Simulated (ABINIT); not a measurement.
# BN (P6_3mc): bands and cutoff in G0W0 with ABINIT, part 2 of 2

Wanted: a converged G0W0 gap of BN (P6_3mc), or an estimate of the limit.

ABINIT 10.8.3; LDA and many-body steps on it, plane waves. Known limits of the many-body steps: not at the basis limit; coarse k mesh.

So far. Step 3 (Screening, 6×6×4 mesh, 125 bands, screening to 203.5 eV): Local fields lower ε∞ by 7 %. On a Γ-centred mesh this coarse the value itself is usually too large, while a short band sum pulls it down. Step 4 (125 bands, 203.5 eV): The gap on the mesh goes from 5.05 eV to 6.91 eV, a correction of +1.86 eV.

The database entry behind the starting cell has ideal inner coordinates that were not refined, so it need not match the best structure at ambient conditions.

### Step 6. 187 bands, 269.4 eV

This step: G0W0 on LDA, plane waves, norm-conserving pseudopotentials.

run.abi reads:

```
acell 3*1.0 Angstrom
rprim 
  2.536000000002 -0.000000000000 0.000000000000
  -1.268000000000 2.196240423999 0.000000000000
  0.000000000000 0.000000000000 4.199000000000
ntypat 2
znucl 5 7
natom 4
typat 1 1 2 2
xred 
  0.666666666667 0.333333333333 0.000000000000
  0.333333333333 0.666666666667 0.500000000000
  0.666666666667 0.333333333333 0.375000000000
  0.333333333333 0.666666666667 0.875000000000
pp_dirpath "pseudos"
pseudos "B.upf, N.upf"
ecut 36
ngkpt 6 6 4
nshiftk 1
shiftk 0 0 0
kptopt 1
chksymbreak 0
istwfk *1
occopt 1
irdwfk 1
optdriver 4
nband 187
gwcalctyp 0
ecutsigx 36
symsigma 1
nkptgw 6
kptgw 
  0.0000000000 0.0000000000 0.0000000000
  0.3333333333 0.3333333333 0.0000000000
  0.1666666667 0.0000000000 0.0000000000
  0.5000000000 0.0000000000 0.0000000000
  0.0000000000 0.0000000000 0.5000000000
  0.5000000000 0.0000000000 0.5000000000
bdgw 
  7 10
  7 11
  7 10
  7 10
  5 10
  7 10
ecuteps 9.9
irdscr 1
ppmodel 1
indata_prefix "in"
outdata_prefix "out"
tmpdata_prefix "tmp"
```

Started as:

```console
$ OMP_NUM_THREADS=1 mpirun -n 8 abinit run.abi > log
```

The program printed:

```text
.Version 10.8.3 of ABINIT. v10.8.2 released Aug 2026.

 Symmetries : space group P6_3 m c (#186); Bravais hP (primitive hexag.)
[... echo of the input left out ...]
== DATASET  1 ==================================================================
-   mpi_nproc: 8, omp_nthreads: 1 (-1 if OMP is not activated)

--- !DatasetInfo
iteration_state: {dtset: 1, }
dimensions: {natom: 4, nkpt: 21, mband: 187, nsppol: 1, nspinor: 1, nspden: 1, mpw: 1677, }
cutoff_energies: {ecut:  36.0, pawecutdg:  -1.0, }
electrons: {nelect:   1.60000000E+01, charge:   0.00000000E+00, occopt:   1.00000000E+00, tsmear:   1.00000000E-02, }

 SIGMA: Calculation of the GW corrections

 Based on a program developped by R.W. Godby, V. Olevano, G. Onida, and L. Reining.
 Incorporated in ABINIT by V. Olevano, G.-M. Rignanese, and M. Torrent.
.Using double precision arithmetic ; gwpc =  8

[... cell and pseudopotentials left out ...]
--------------------------------------------------------------------------------

 ==== K-mesh for the wavefunctions ====
 Number of points in the irreducible wedge :    21
[... list of points left out ...]
 Together with 12 symmetry operations and time-reversal symmetry
 yields   144 points in the full Brillouin Zone.

 ==== Q-mesh for screening function ====
 Number of points in the irreducible wedge :    21
[... list of points left out ...]
 Together with 12 symmetry operations and time-reversal symmetry
 yields   144 points in the full Brillouin Zone.

 vcoul_init : cutoff-mode = AUXILIARY_FUNCTION
 q-points for optical limit:   1
     1)      0.000010    0.000020    0.000030
 setmesh: FFT mesh size selected  =    27x   27x   48
          total number of points  =        34992

 Number of electrons calculated from density =   16.0000; Expected =   16.0000
[...]
--- !SelfEnergy_ee
iteration_state: {dtset: 1, }
kpoint     : [   0.333,    0.333,    0.000, ]
spin       : 1
KS_gap     :   10.505
QP_gap     :   12.907
Delta_QP_KS:    2.403
data: !SigmaeeData |
     Band     E0 <VxcDFT>   SigX SigC(E0)      Z dSigC/dE  Sig(E)    E-E0       E
[...]
--- !SelfEnergy_ee
iteration_state: {dtset: 1, }
kpoint     : [   0.167,    0.000,    0.000, ]
spin       : 1
KS_gap     :    8.334
QP_gap     :   10.401
Delta_QP_KS:    2.068
data: !SigmaeeData |
     Band     E0 <VxcDFT>   SigX SigC(E0)      Z dSigC/dE  Sig(E)    E-E0       E
[...]
--- !SelfEnergy_ee
iteration_state: {dtset: 1, }
kpoint     : [   0.500,    0.000,    0.000, ]
spin       : 1
KS_gap     :    8.910
QP_gap     :   10.953
Delta_QP_KS:    2.043
data: !SigmaeeData |
     Band     E0 <VxcDFT>   SigX SigC(E0)      Z dSigC/dE  Sig(E)    E-E0       E
[...]
--- !SelfEnergy_ee
iteration_state: {dtset: 1, }
kpoint     : [   0.000,    0.000,    0.500, ]
spin       : 1
KS_gap     :   10.818
QP_gap     :   12.953
Delta_QP_KS:    2.135
data: !SigmaeeData |
     Band     E0 <VxcDFT>   SigX SigC(E0)      Z dSigC/dE  Sig(E)    E-E0       E
[...]
--- !SelfEnergy_ee
iteration_state: {dtset: 1, }
kpoint     : [   0.500,    0.000,    0.500, ]
spin       : 1
KS_gap     :   10.204
QP_gap     :   12.412
Delta_QP_KS:    2.208
data: !SigmaeeData |
     Band     E0 <VxcDFT>   SigX SigC(E0)      Z dSigC/dE  Sig(E)    E-E0       E
[...]
9  14.896 -13.387  -7.448  -4.909   0.848  -0.179 -12.514   0.873  15.769
       10  14.896 -13.387  -7.448  -4.909   0.848  -0.179 -12.514   0.873  15.769

== END DATASET(S) ==============================================================
================================================================================

 -outvars: echo values of variables after computation  --------
           etotal      0.0000000000E+00
            nband         187
             nkpt          21
          spgroup         186
 [... the other variables as echoed above ...]

 Calculation completed.
```

Wall time 67 s (8 MPI ranks of Arm Neoverse V1, shared host); peak memory 2 GiB.

This step gave:

| Quantity | Value |
| --- | --- |
| G0W0 gap on the mesh | 7.005 eV |
| starting gap on the mesh | 5.052 eV |
| k of the valence top | 0, 0, 0 |
| k of the conduction bottom | 0.3333, 0.3333, 0 |
| Z at the valence top | 0.825 |
| Z at the conduction bottom | 0.858 |
| least direct G0W0 gap on the computed points | 10.40 eV |

Against G0W0 in ABINIT (6×6×4 mesh, 125 bands, screening to 203.5 eV, Godby-Needs plasmon pole), the gap moves by +0.092 eV.

### Step 7. Screening, 6×6×4 mesh, 283 bands, screening to 359.2 eV

This step: RPA screening on LDA, plane waves, norm-conserving pseudopotentials.

run.abi reads:

```
acell 3*1.0 Angstrom
rprim 
  2.536000000002 -0.000000000000 0.000000000000
  -1.268000000000 2.196240423999 0.000000000000
  0.000000000000 0.000000000000 4.199000000000
ntypat 2
znucl 5 7
natom 4
typat 1 1 2 2
xred 
  0.666666666667 0.333333333333 0.000000000000
  0.333333333333 0.666666666667 0.500000000000
  0.666666666667 0.333333333333 0.375000000000
  0.333333333333 0.666666666667 0.875000000000
pp_dirpath "pseudos"
pseudos "B.upf, N.upf"
ecut 36
ngkpt 6 6 4
nshiftk 1
shiftk 0 0 0
kptopt 1
chksymbreak 0
istwfk *1
occopt 1
irdwfk 1
optdriver 3
nband 283
ecuteps 13.2
inclvkb 2
awtr 1
symchi 1
indata_prefix "in"
outdata_prefix "out"
tmpdata_prefix "tmp"
```

The program printed:

```text
.Version 10.8.3 of ABINIT. v10.8.2 released Aug 2026.

 Symmetries : space group P6_3 m c (#186); Bravais hP (primitive hexag.)
[... echo of the input left out ...]
== DATASET  1 ==================================================================
-   mpi_nproc: 8, omp_nthreads: 1 (-1 if OMP is not activated)

--- !DatasetInfo
iteration_state: {dtset: 1, }
dimensions: {natom: 4, nkpt: 21, mband: 283, nsppol: 1, nspinor: 1, nspden: 1, mpw: 1677, }
cutoff_energies: {ecut:  36.0, pawecutdg:  -1.0, }
[...]
--------------------------------------------------------------------------------
[... chi0 elements left out ...]
 For q-point:  0.000010 0.000020 0.000030
  dielectric constant =   4.3868
  dielectric constant without local fields =   4.7391

  Average fulfillment of the sum rule on Im[epsilon] for q-point    1 :     97.89  [%]
[... wings left out ...]
  q-point number  2        q = ( 0.166667, 0.000000, 0.000000) [r.l.u.]
--------------------------------------------------------------------------------
[... chi0 elements left out ...]
  Average fulfillment of the sum rule on Im[epsilon] for q-point    2 :     99.99  [%]

 [... 19 further q-points ...]
```

Run time: 4.3 min. Hardware: 8 MPI ranks; peak memory 2.3 GiB; 34 min of CPU time.

Numbers from this step:

```yaml
eps_infinity_with_local_fields_on_this_mesh_along_the_program_s_q_direction: 4.387
the_same_without_local_fields: 4.739
plasma_frequency: 30.71 eV
plane_waves_in_the_screening_matrix: 373
```

### Step 8. 283 bands, 359.2 eV

This step: G0W0 on LDA, plane waves, norm-conserving pseudopotentials.

Edit run.abi of step 7 so:

```diff
@@ -25,8 +25,25 @@
 irdwfk 1
-optdriver 3
+optdriver 4
 nband 283
+gwcalctyp 0
+ecutsigx 36
+symsigma 1
+nkptgw 6
+kptgw 
+  0.0000000000 0.0000000000 0.0000000000
+  0.3333333333 0.3333333333 0.0000000000
+  0.1666666667 0.0000000000 0.0000000000
+  0.5000000000 0.0000000000 0.0000000000
+  0.0000000000 0.0000000000 0.5000000000
+  0.5000000000 0.0000000000 0.5000000000
+bdgw 
+  7 10
+  7 11
+  7 10
+  7 10
+  5 10
+  7 10
 ecuteps 13.2
-inclvkb 2
-awtr 1
-symchi 1
+irdscr 1
+ppmodel 1
 indata_prefix "in"
```

The program printed:

```text
.Version 10.8.3 of ABINIT. v10.8.2 released Aug 2026.

 Symmetries : space group P6_3 m c (#186); Bravais hP (primitive hexag.)
[... echo of the input left out ...]
== DATASET  1 ==================================================================
-   mpi_nproc: 8, omp_nthreads: 1 (-1 if OMP is not activated)

--- !DatasetInfo
iteration_state: {dtset: 1, }
dimensions: {natom: 4, nkpt: 21, mband: 283, nsppol: 1, nspinor: 1, nspden: 1, mpw: 1677, }
cutoff_energies: {ecut:  36.0, pawecutdg:  -1.0, }
[...]
Band     E0 <VxcDFT>   SigX SigC(E0)      Z dSigC/dE  Sig(E)    E-E0       E
[...]
9  14.896 -13.387  -7.448  -4.969   0.848  -0.180 -12.564   0.823  15.719
       10  14.896 -13.387  -7.448  -4.969   0.848  -0.180 -12.564   0.823  15.719

== END DATASET(S) ==============================================================
================================================================================

 -outvars: echo values of variables after computation  --------
           etotal      0.0000000000E+00
            nband         283
             nkpt          21
          spgroup         186
 [... the other variables as echoed above ...]

 Calculation completed.
```

Wall time 3.6 min (8 MPI ranks); peak memory 3.2 GiB.

Numbers from this step:

| Property | Result |
| --- | --- |
| G0W0 gap on the mesh | 7.067 eV |
| starting gap on the mesh | 5.052 eV |
| k of the valence top | 0, 0, 0 |
| k of the conduction bottom | 0.3333, 0.3333, 0 |
| least direct G0W0 gap on the computed points | 10.45 eV |

Against G0W0 in ABINIT (6×6×4 mesh, 187 bands, screening to 269.4 eV, Godby-Needs plasmon pole), the gap moves by +0.062 eV.

### Step 9. Screening, 6×6×4 mesh, 417 bands, screening to 466.9 eV

This step: RPA screening on LDA, plane waves, norm-conserving pseudopotentials.

run.abi reads:

```
acell 3*1.0 Angstrom
rprim 
  2.536000000002 -0.000000000000 0.000000000000
  -1.268000000000 2.196240423999 0.000000000000
  0.000000000000 0.000000000000 4.199000000000
ntypat 2
znucl 5 7
natom 4
typat 1 1 2 2
xred 
  0.666666666667 0.333333333333 0.000000000000
  0.333333333333 0.666666666667 0.500000000000
  0.666666666667 0.333333333333 0.375000000000
  0.333333333333 0.666666666667 0.875000000000
pp_dirpath "pseudos"
pseudos "B.upf, N.upf"
ecut 36
ngkpt 6 6 4
nshiftk 1
shiftk 0 0 0
kptopt 1
chksymbreak 0
istwfk *1
occopt 1
irdwfk 1
optdriver 3
nband 417
ecuteps 17.16
inclvkb 2
awtr 1
symchi 1
indata_prefix "in"
outdata_prefix "out"
tmpdata_prefix "tmp"
```

The program printed:

```text
.Version 10.8.3 of ABINIT. v10.8.2 released Aug 2026.

 Symmetries : space group P6_3 m c (#186); Bravais hP (primitive hexag.)
[... echo of the input left out ...]
== DATASET  1 ==================================================================
-   mpi_nproc: 8, omp_nthreads: 1 (-1 if OMP is not activated)

--- !DatasetInfo
iteration_state: {dtset: 1, }
dimensions: {natom: 4, nkpt: 21, mband: 417, nsppol: 1, nspinor: 1, nspden: 1, mpw: 1677, }
cutoff_energies: {ecut:  36.0, pawecutdg:  -1.0, }
[...]
--------------------------------------------------------------------------------
[... chi0 elements left out ...]
 For q-point:  0.000010 0.000020 0.000030
  dielectric constant =   4.3851
  dielectric constant without local fields =   4.7392

  Average fulfillment of the sum rule on Im[epsilon] for q-point    1 :     99.67  [%]
[... wings left out ...]
  q-point number  2        q = ( 0.166667, 0.000000, 0.000000) [r.l.u.]
--------------------------------------------------------------------------------
[... chi0 elements left out ...]
  Average fulfillment of the sum rule on Im[epsilon] for q-point    2 :    100.94  [%]

 [... 19 further q-points ...]
```

It took 12 min on 8 MPI ranks; peak memory 3.8 GiB.

This step gave:

```
ε∞ with local fields, on this mesh, along the program's q direction : 4.385
the same without local fields                                       : 4.739
plasma frequency                                                    : 30.71 eV
plane waves in the screening matrix                                 : 549
```

### Step 10. 417 bands, 466.9 eV

This step: G0W0 on LDA, plane waves, norm-conserving pseudopotentials.

Edit run.abi of step 9 so:

```diff
@@ -25,8 +25,25 @@
 irdwfk 1
-optdriver 3
+optdriver 4
 nband 417
+gwcalctyp 0
+ecutsigx 36
+symsigma 1
+nkptgw 6
+kptgw 
+  0.0000000000 0.0000000000 0.0000000000
+  0.3333333333 0.3333333333 0.0000000000
+  0.1666666667 0.0000000000 0.0000000000
+  0.5000000000 0.0000000000 0.0000000000
+  0.0000000000 0.0000000000 0.5000000000
+  0.5000000000 0.0000000000 0.5000000000
+bdgw 
+  7 10
+  7 11
+  7 10
+  7 10
+  5 10
+  7 10
 ecuteps 17.16
-inclvkb 2
-awtr 1
-symchi 1
+irdscr 1
+ppmodel 1
 indata_prefix "in"
```

The program printed:

```text
.Version 10.8.3 of ABINIT. v10.8.2 released Aug 2026.

 Symmetries : space group P6_3 m c (#186); Bravais hP (primitive hexag.)
[... echo of the input left out ...]
== DATASET  1 ==================================================================
-   mpi_nproc: 8, omp_nthreads: 1 (-1 if OMP is not activated)

--- !DatasetInfo
iteration_state: {dtset: 1, }
dimensions: {natom: 4, nkpt: 21, mband: 417, nsppol: 1, nspinor: 1, nspden: 1, mpw: 1677, }
cutoff_energies: {ecut:  36.0, pawecutdg:  -1.0, }
[...]
Band     E0 <VxcDFT>   SigX SigC(E0)      Z dSigC/dE  Sig(E)    E-E0       E
[...]
9  14.896 -13.387  -7.448  -5.002   0.848  -0.180 -12.593   0.794  15.691
       10  14.896 -13.387  -7.448  -5.002   0.848  -0.180 -12.593   0.794  15.691

== END DATASET(S) ==============================================================
================================================================================

 -outvars: echo values of variables after computation  --------
           etotal      0.0000000000E+00
            nband         417
             nkpt          21
          spgroup         186
 [... the other variables as echoed above ...]

 Calculation completed.
```

Run time: 11 min. Hardware: 8 MPI ranks; peak memory 5.8 GiB.

This step gave:

```yaml
g0w0_gap_on_the_mesh: 7.107 eV
starting_gap_on_the_mesh: 5.052 eV
k_of_the_valence_top: 0, 0, 0
k_of_the_conduction_bottom: 0.3333, 0.3333, 0
least_direct_g0w0_gap_on_the_computed_points: 10.47 eV
```

Against G0W0 in ABINIT (6×6×4 mesh, 283 bands, screening to 359.2 eV, Godby-Needs plasmon pole), the gap moves by +0.040 eV.

### Step 11. Screening, 6×6×4 mesh, 601 bands, screening to 598.7 eV

This step: RPA screening on LDA, plane waves, norm-conserving pseudopotentials.

run.abi reads:

```
acell 3*1.0 Angstrom
rprim 
  2.536000000002 -0.000000000000 0.000000000000
  -1.268000000000 2.196240423999 0.000000000000
  0.000000000000 0.000000000000 4.199000000000
ntypat 2
znucl 5 7
natom 4
typat 1 1 2 2
xred 
  0.666666666667 0.333333333333 0.000000000000
  0.333333333333 0.666666666667 0.500000000000
  0.666666666667 0.333333333333 0.375000000000
  0.333333333333 0.666666666667 0.875000000000
pp_dirpath "pseudos"
pseudos "B.upf, N.upf"
ecut 36
ngkpt 6 6 4
nshiftk 1
shiftk 0 0 0
kptopt 1
chksymbreak 0
istwfk *1
occopt 1
irdwfk 1
optdriver 3
nband 601
ecuteps 22
inclvkb 2
awtr 1
symchi 1
indata_prefix "in"
outdata_prefix "out"
tmpdata_prefix "tmp"
```

The program printed:

```text
.Version 10.8.3 of ABINIT. v10.8.2 released Aug 2026.

 Symmetries : space group P6_3 m c (#186); Bravais hP (primitive hexag.)
[... echo of the input left out ...]
== DATASET  1 ==================================================================
-   mpi_nproc: 8, omp_nthreads: 1 (-1 if OMP is not activated)

--- !DatasetInfo
iteration_state: {dtset: 1, }
dimensions: {natom: 4, nkpt: 21, mband: 601, nsppol: 1, nspinor: 1, nspden: 1, mpw: 1677, }
cutoff_energies: {ecut:  36.0, pawecutdg:  -1.0, }
[...]
--------------------------------------------------------------------------------
[... chi0 elements left out ...]
 For q-point:  0.000010 0.000020 0.000030
  dielectric constant =   4.3848
  dielectric constant without local fields =   4.7392

  Average fulfillment of the sum rule on Im[epsilon] for q-point    1 :    100.71  [%]
[... wings left out ...]
  q-point number  2        q = ( 0.166667, 0.000000, 0.000000) [r.l.u.]
--------------------------------------------------------------------------------
[... chi0 elements left out ...]
  Average fulfillment of the sum rule on Im[epsilon] for q-point    2 :    101.57  [%]

 [... 19 further q-points ...]
```

Elapsed: 34 min, on 8 MPI ranks; peak memory 5.9 GiB.

Numbers from this step:

```yaml
eps_infinity_with_local_fields_on_this_mesh_along_the_program_s_q_direction: 4.385
the_same_without_local_fields: 4.739
plasma_frequency: 30.71 eV
plane_waves_in_the_screening_matrix: 761
```

### Step 12. 601 bands, 598.7 eV

This step: G0W0 on LDA, plane waves, norm-conserving pseudopotentials.

Edit run.abi of step 11 so:

```diff
@@ -25,8 +25,25 @@
 irdwfk 1
-optdriver 3
+optdriver 4
 nband 601
+gwcalctyp 0
+ecutsigx 36
+symsigma 1
+nkptgw 6
+kptgw 
+  0.0000000000 0.0000000000 0.0000000000
+  0.3333333333 0.3333333333 0.0000000000
+  0.1666666667 0.0000000000 0.0000000000
+  0.5000000000 0.0000000000 0.0000000000
+  0.0000000000 0.0000000000 0.5000000000
+  0.5000000000 0.0000000000 0.5000000000
+bdgw 
+  7 10
+  7 11
+  7 10
+  7 10
+  5 10
+  7 10
 ecuteps 22
-inclvkb 2
-awtr 1
-symchi 1
+irdscr 1
+ppmodel 1
 indata_prefix "in"
```

The program printed:

```text
.Version 10.8.3 of ABINIT. v10.8.2 released Aug 2026.

 Symmetries : space group P6_3 m c (#186); Bravais hP (primitive hexag.)
[... echo of the input left out ...]
== DATASET  1 ==================================================================
-   mpi_nproc: 8, omp_nthreads: 1 (-1 if OMP is not activated)

--- !DatasetInfo
iteration_state: {dtset: 1, }
dimensions: {natom: 4, nkpt: 21, mband: 601, nsppol: 1, nspinor: 1, nspden: 1, mpw: 1677, }
cutoff_energies: {ecut:  36.0, pawecutdg:  -1.0, }
[...]
Band     E0 <VxcDFT>   SigX SigC(E0)      Z dSigC/dE  Sig(E)    E-E0       E
[...]
9  14.896 -13.387  -7.448  -5.021   0.848  -0.180 -12.609   0.778  15.675
       10  14.896 -13.387  -7.448  -5.021   0.848  -0.180 -12.609   0.778  15.675

== END DATASET(S) ==============================================================
================================================================================

 -outvars: echo values of variables after computation  --------
           etotal      0.0000000000E+00
            nband         601
             nkpt          21
          spgroup         186
 [... the other variables as echoed above ...]

 Calculation completed.
```

Wall time 31 min (8 MPI ranks); peak memory 9.9 GiB.

Numbers from this step:

```
G0W0 gap on the mesh                         : 7.13 eV
starting gap on the mesh                     : 5.052 eV
k of the valence top                         : 0, 0, 0
k of the conduction bottom                   : 0.3333, 0.3333, 0
least direct G0W0 gap on the computed points : 10.49 eV
```

Against G0W0 in ABINIT (6×6×4 mesh, 417 bands, screening to 466.9 eV, Godby-Needs plasmon pole), the gap moves by +0.023 eV.

### Step 13. The runs together

Times are wall times on 8 MPI ranks of Arm Neoverse V1, shared host, good to a factor of about two. A run's time includes the screening step that it read.

| run | mesh | bands | screening cutoff (eV) | DFT gap (eV) | gap on the mesh (eV) | direct (eV) | ε∞ used | time |
| --- | --- | --- | --- | --- | --- | --- | --- | --- |
| 125 bands, 203.5 eV | 6×6×4 | 125 | 203.5 | 5.052 | 6.913 | 10.341 | 4.39 | 57 s |
| 187 bands, 269.4 eV | 6×6×4 | 187 | 269.4 | 5.052 | 7.005 | 10.401 | 4.39 | 2.9 min |
| 283 bands, 359.2 eV | 6×6×4 | 283 | 359.2 | 5.052 | 7.067 | 10.445 | 4.39 | 7.9 min |
| 417 bands, 466.9 eV | 6×6×4 | 417 | 466.9 | 5.052 | 7.107 | 10.473 | 4.39 | 24 min |
| 601 bands, 598.7 eV | 6×6×4 | 601 | 598.7 | 5.052 | 7.130 | 10.492 | 4.38 | 65 min |

### Step 14. What came out

```json
{"125 bands, 203.5 eV": "6.913 eV", "187 bands, 269.4 eV": "7.005 eV", "283 bands, 359.2 eV": "7.067 eV", "417 bands, 466.9 eV": "7.107 eV", "601 bands, 598.7 eV": "7.130 eV", "known limits": "not at the basis limit; coarse k mesh"}
```

From the first rung to the last the gap moves by +0.22 eV for 69 times the time. The 6×6×4 mesh is coarse for this cell, which bears on the long-range parts of exchange and screening.

[Paths, hosts, dates, memory and timing lines, banners, echoed tables and standing remarks are left out of the program output.]

[Logs are printed without paths, hosts, clocks, repeated set-up lines and the standing remarks that a program may print on its own settings, such as how far it seeks lower states.]

[Runs of the session that timed out or met a known fault of the program may be left out.]

[Hosts, paths, dates, database ids (printed as entryN), source tags and the programs' standing remarks are cut or masked in the printed files.]

[G0W0 gaps are taken among the corrected bands and points alone; a level outside them can change the order at an edge.]

[Where Ansatz stands beside ABINIT at settings called matched, ABINIT's density can come from a denser mesh and the files from another edition; pairs whose starting gaps differed by over 0.03 eV were left out, so agreement reads better than it is.]
